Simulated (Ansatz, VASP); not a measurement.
# As in two plane-wave programs, part 2 of 2

Wanted: the spread between two codes on one cell, functional and k mesh. The cell is taken from a series of runs on this material, whose earlier steps may have relaxed, scaled, displaced or heated it; both programs get it as it stands.

VASP 6.6.1 and Ansatz 0.2.0.

So far: Starting point; VASP: single point, PBE, spin-orbit coupling, pair 1; Ansatz: single point, PBE, spin-orbit coupling, pair 1; Side by side.

### 5. VASP: single point, PBE, spin-orbit coupling, pair 2

Level of this step: PBE, spin-orbit coupling; plane waves and PAW (As) (VASP).

A single point gives forces, pressure and levels at one fixed geometry, so differences don't come from the geometry; what else differs is listed under the comparison.

File INCAR:

```
SYSTEM = As
PREC = Accurate
ENCUT = 400
EDIFF = 1E-06
NELM = 200
ISMEAR = -1
SIGMA = 0.02
LREAL = .FALSE.
ALGO = Normal
GGA = PE
LNONCOLLINEAR = .TRUE.
MAGMOM = 0 0 0 0 0 0 0 0 0 0 0 0
NBANDS = 32
GGA_COMPAT = .FALSE.
LASPH = .TRUE.
LSORBIT = .TRUE.
LORBIT = 11
LWAVE = .FALSE.
LCHARG = .FALSE.
ISIF = 2
LDIPOL = .TRUE.
IDIPOL = 3
DIPOL = 0.5 0.5 0.5
LVHAR = .TRUE.
EFERMI = MIDGAP
NELMDL = -8
KPAR = 2
```

File POSCAR:

```
As
1.0
    4.5882672083      0.0000000000      0.0000000000
    0.0000000000      3.7340351249      0.0000000000
    0.0000000000      0.0000000000     28.0000000000
As
4
Direct
    0.0657086916      0.0000000000      0.5429450605
    0.4342913084      0.5000000000      0.5429450605
    0.5657086916      0.5000000000      0.4570549395
    0.9342913084      0.0000000000      0.4570549395
```

File KPOINTS:

```
Automatic mesh
0
Gamma
4 6 1
0 0 0
```

The projector-augmented-wave data sets are As (PBE family, release 64).

Run with:

```bash
mpirun -np 2 vasp_ncl
```

Numbers of over 12 decimals in the logs are rounded to 6 here.

What it wrote:

```text
[... set-up lines as in an earlier step ...]
 entering main loop
       N       E                     dE             d eps       ncg     rms          rms(c)
DAV:   1     0.133709016593E+03    0.13371E+03   -0.49046E+03   792   0.680E+02
DAV:   2     0.245381335990E+01   -0.13126E+03   -0.12501E+03  1208   0.140E+02
DAV:   3    -0.179839556688E+02   -0.20438E+02   -0.20316E+02   976   0.619E+01
DAV:   4    -0.186750797752E+02   -0.69112E+00   -0.68829E+00   984   0.145E+01
[...]
DAV:  23    -0.185761636461E+02   -0.57395E-05   -0.16315E-07   704   0.119E-03    0.292E-04
DAV:  24    -0.185761646497E+02   -0.10036E-05   -0.13117E-08   616   0.442E-04    0.790E-05
DAV:  25    -0.185761655703E+02   -0.92064E-06   -0.10364E-08   600   0.344E-04
   1 F= -.18576166E+02 E0= -.18576166E+02  d E =-.930318E-10  mag=    -0.0000     0.0000     0.0000
```

OUTCAR, selected parts (step 5):

```text
  Total        0.1976561      0.2948034      0.2727101      0.0000000      0.0000000     -0.0000000
  in kB        0.6601396      0.9845955      0.9108075      0.0000000      0.0000000     -0.0000000
  external PRESSURE =       0.8518475 kB  Pullay stress =       0.0000000 kB

 POSITION                                       TOTAL-FORCE (eV/Angst)
 -----------------------------------------------------------------------------------
      0.30149      0.00000     15.20246        -0.021997     -0.000000      0.059596
      1.99264      1.86702     15.20246         0.021997      0.000000      0.059596
      2.59562      1.86702     12.79754        -0.021997     -0.000000     -0.059596
      4.28678      0.00000     12.79754         0.021997      0.000000     -0.059596
 -----------------------------------------------------------------------------------
    total drift:                               -0.000000     -0.000000      0.000000

  FREE ENERGIE OF THE ION-ELECTRON SYSTEM (eV)
  ---------------------------------------------------
  free  energy   TOTEN  =       -18.5761655703 eV

  energy  without entropy=      -18.5761655703  energy(sigma->0) =      -18.57616557

 magnetization (y)
# of ion       s       p       d       tot
------------------------------------------
    1       -0.000   0.000   0.000   0.000
    2        0.000  -0.000  -0.000  -0.000
    3        0.000  -0.000  -0.000  -0.000
    4       -0.000   0.000   0.000   0.000
--------------------------------------------------
tot          0.000   0.000   0.000   0.000

[... 3 parts as in an earlier step ...]

[... 2 further parts left out ...]
[key lines of the parts left out:]
E-fermi :  -2.4950
```

### 6. Ansatz: single point, PBE, spin-orbit coupling, pair 2

The same cell, functional, mesh and smearing now go to Ansatz, which takes its cutoff from its data sets.

The cell is taken from a series of runs on this material, whose earlier steps may have relaxed, scaled, displaced or heated it; both programs get it as it stands.

File input.yaml:

```yaml
crystal:
  lattice:
    - [4.5882672083, 0.0, 0.0]
    - [0.0, 3.7340351249, 0.0]
    - [0.0, 0.0, 28.0]
  atoms:
    - { symbol: As, position: [0.0657086916, 0.0, 0.5429450605] }
    - { symbol: As, position: [0.4342913084, 0.5, 0.5429450605] }
    - { symbol: As, position: [0.5657086916, 0.5, 0.4570549395] }
    - { symbol: As, position: [0.9342913084, 0.0, 0.4570549395] }
  periodic: [true, true, false]
kpoints:
  mp_grid: { grid: [4, 6, 1] }
  band_path:
    path:
      - [0.0, 0.0, 0.0]
      - [0.5, 0.0, 0.0]
      - [0.5, 0.5, 0.0]
      - [0.0, 0.5, 0.0]
      - [0.35, 0.0, 0.0]
    npoints: 1
hamiltonian:
  xc: pbe
  pseudopotentials: { kind: paw_fr, azcp: { folder: soft_1 } }
scf:
  occupations: { method: fermi_dirac, width: 0.02 }
  n_extra_bands: 10
magnetization:
  noncollinear: true
  spin_orbit: true
output:
  eigenvalues: true
```

Run with:

```bash
ansatz run input.yaml --threads 8 --pin off --max-ram 17510MiB --backend cpu --events-out ev --progress --plain --runs-dir out
```

What it wrote:

```text
[...]
Crystal: 4 atoms, lattice volume = 479.717 Å³
Basis set: ecut = 420 eV, 9375 PW (Γ)
Bands: 70, of which v1, the nominal top of the filled ones, is band 60 counted from 1 (59 counted from 0)
Symmetry: 8 space group operations + 8 with time reversal
[...]
k-points: 12 of 24
Projection manifold: j_resolved (fully-relativistic pseudo-atomic orbitals)
[...]
k-point 1: bands = [... 56 lower, -6.0028, -6.0028, -4.8466, -4.8466, -3.5235, -3.5235, -2.5076, -2.5076, ... 6 higher]
  k-point 2: bands = [... 56 lower, -6.0396, -6.0396, -5.5872, -5.5872, -3.5907, -3.5907, -2.8973, -2.8973, ... 6 higher]
  k-point 11: bands = [... 56 lower, -6.0899, -6.0899, -5.9794, -5.9794, -1.9336, -1.9336, -1.8657, -1.8657, ... 6 higher]
  ° read free of the cell's end (the report's vacuum.weakly_bound_levels)
[key lines of the parts left out:]
SCF converged after 7 iterations
Magnetization: |M| = 0.0000 μB,  M = (+0.0000, +0.0000, +0.0000) μB
Free energy (F): -19424.929568 eV
Fermi energy:    -4.186893 eV
```

### 7. Comparison

What differs besides the data sets and the points named for the pairs above, as far as they apply: the data sets hold 60 valence electrons in Ansatz (on its PAW fully relativistic soft_1 files) and 20 in VASP. Total energies have different zeros and are not compared.

Both answers:

```csv
quantity,Ansatz,VASP,difference
gap on the k mesh (eV),0.830,0.819,+0.011
```

A gap on the mesh is an upper bound, since the band edges may lie between its points. With vacuum in the cell, a pressure given here is an average over mostly empty space and none of the material.

### 8. Summary of results

| Item | Value |
| --- | --- |
| difference in gap on the k mesh (single point, PBE, spin-orbit coupling, pair 1) | 0.011 eV |
| difference in gap on the k mesh (single point, PBE, spin-orbit coupling, pair 2) | 0.011 eV |

**Reading.** The difference in gap on the k mesh is 0.011 eV (single point, PBE, spin-orbit coupling, pair 1), within the 0.08 eV picked in this series as the mark of a large difference. The data sets hold unlike numbers of valence electrons (60 in Ansatz and 20 in VASP), so part of the differences comes from the potentials. Such differences can come from data sets, numerical settings and the points named under the comparisons, not from the functional's error against experiment.

[Lines on the potential files, build, host, timing and source positions are cut from VASP's logs without a mark.]

[Logs are printed without paths, hosts, clocks, repeated set-up lines and the standing remarks that a program may print on its own settings, such as how far it seeks lower states.]

[Hosts, paths, dates, database ids (printed as entryN), source tags and the programs' standing remarks are cut or masked in the printed files.]
